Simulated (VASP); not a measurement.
## VASP 6.6.1 run: InAs

INCAR

```
ISIF = 2
LCHARG = .FALSE.
ENCUT = 520
LWAVE = .FALSE.
LREAL = .FALSE.
ISMEAR = -1
NSW = 0
EDIFF = 1E-7
NBANDS = 16
IBRION = -1
LASPH = .TRUE.
NELM = 120
SIGMA = 0.02
GGA = PE
PREC = High
```

KPOINTS

```
KPOINTS created by Atomic Simulation Environment
0
Gamma
8 8 8
0 0 0
```

POSCAR

```
In As
 1.0000000000000000
    -0.0000000000000000    3.0545904731694296    3.0545904731694296
     3.0545904731694296    0.0000000000000000    3.0545904731694296
     3.0545904731694296    3.0545904731694296    0.0000000000000000
 In  As
   1   1
Cartesian
  0.0000000000000000  0.0000000000000000 -0.0000000000000000
  1.5272952365847148  1.5272952365847148  1.5272952365847148
```

The recommended PBE PAW datasets give the neutral cell 18 valence electrons.

Command

```
mpirun -np 1 vasp_std
```

Task: Predict the outcome of this run.

Result: It converged. Results: gap between bands v and c on the k mesh 0.00 eV; least direct gap on the k mesh 0.00 eV; pressure 2.1 GPa. Band v is the last that the valence electrons fill when counted band by band, and c is the next.

OSZICAR

```
N       E                     dE             d eps       ncg     rms          rms(c)
DAV:   1     0.110913720542E+03    0.11091E+03   -0.82032E+03   944   0.122E+03
DAV:   2    -0.674092909328E+00   -0.11159E+03   -0.10700E+03  1000   0.296E+02
DAV:   3    -0.777426597182E+01   -0.71002E+01   -0.70673E+01  1184   0.728E+01
DAV:   4    -0.795942253983E+01   -0.18516E+00   -0.18503E+00  1136   0.131E+01
DAV:   5    -0.796859285707E+01   -0.91703E-02   -0.91702E-02  1384   0.254E+00    0.432E+00
DAV:   6    -0.772286435688E+01    0.24573E+00   -0.36936E-01  1448   0.988E+00    0.240E+00
DAV:   7    -0.770016371586E+01    0.22701E-01   -0.11196E-01  1288   0.289E+00    0.714E-01
DAV:   8    -0.770134907997E+01   -0.11854E-02   -0.12820E-02  1184   0.128E+00    0.175E-01
DAV:   9    -0.770196197644E+01   -0.61290E-03   -0.97358E-04  1160   0.280E-01    0.102E-01
DAV:  10    -0.770212214989E+01   -0.16017E-03   -0.18511E-04  1176   0.182E-01    0.576E-02
DAV:  11    -0.770217025669E+01   -0.48107E-04   -0.11352E-04  1072   0.113E-01    0.382E-02
DAV:  12    -0.770217070269E+01   -0.44600E-06   -0.63162E-06  1112   0.269E-02    0.779E-03
DAV:  13    -0.770217105369E+01   -0.35100E-06   -0.19050E-06  1128   0.757E-03    0.307E-03
DAV:  14    -0.770217110280E+01   -0.49107E-07   -0.11112E-07  1152   0.289E-03
   1 F= -.77021711E+01 E0= -.77020961E+01  d E =-.149930E-03
```

Standard output (part)

```
POSCAR found type information on POSCAR InAs
 POSCAR found :  2 types and       2 ions
 LDA part: xc-table for (Slater+PW92), standard interpolation
 POSCAR, INCAR and KPOINTS ok, starting setup
 WAVECAR not read
 entering main loop
```

For comparison, a separate PBE run of the intended cell, on usual settings and not on those above, gives a gap of 0.00 eV on its mesh and a pressure of 2.1 GPa.
